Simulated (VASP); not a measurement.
GaP, 2 atoms in the cell. The structure is cubic, space group F-43m (No. 216). The conventional cell has a = 5.451 Å, b = 5.451 Å, c = 5.451 Å, α = 90.00°, β = 90.00°, γ = 90.00°. Ga (site symmetry -43m) has 4 P at 2.36 Å as nearest neighbours. P (site symmetry -43m) is surrounded by 4 Ga at 2.36 Å. 

```yaml
Program: VASP 6.6.1
Task: relaxation of cell and atoms
Functional: PBE
Potentials_or_basis: VASP PAW PBE potentials, release 64 (Ga_h, P_h)
Cutoff: 980 eV
k_mesh: 8 × 8 × 8
Occupations: fermi-dirac, width 0.05 eV
Spin: no spin polarisation
Further_INCAR_settings: ALGO = Normal; EDIFF = 1e-07; IBRION = 2; EDIFFG = -0.005; NSW = 40; ISIF = 3
```

Potentials or basis: VASP PAW PBE potentials, release 64 (Ga_h, P_h).

Run with:

```bash
$ cat potpaw_PBE.64/Ga_h/POTCAR potpaw_PBE.64/P_h/POTCAR > POTCAR
$ mpirun -np 1 vasp_std > vasp.out
```

Hardware: 1 thread of Intel(R) Xeon(R) 6975P-C (Granite Rapids), with other jobs on the host.

Problem. Estimate the wall time of this run.

Solution. Wall time 38 s on 1 thread of Intel(R) Xeon(R) 6975P-C (Granite Rapids), with other jobs on the host, peak memory 0.26 GiB. Counts: scf iterations 31, k points 29, ion steps 3.
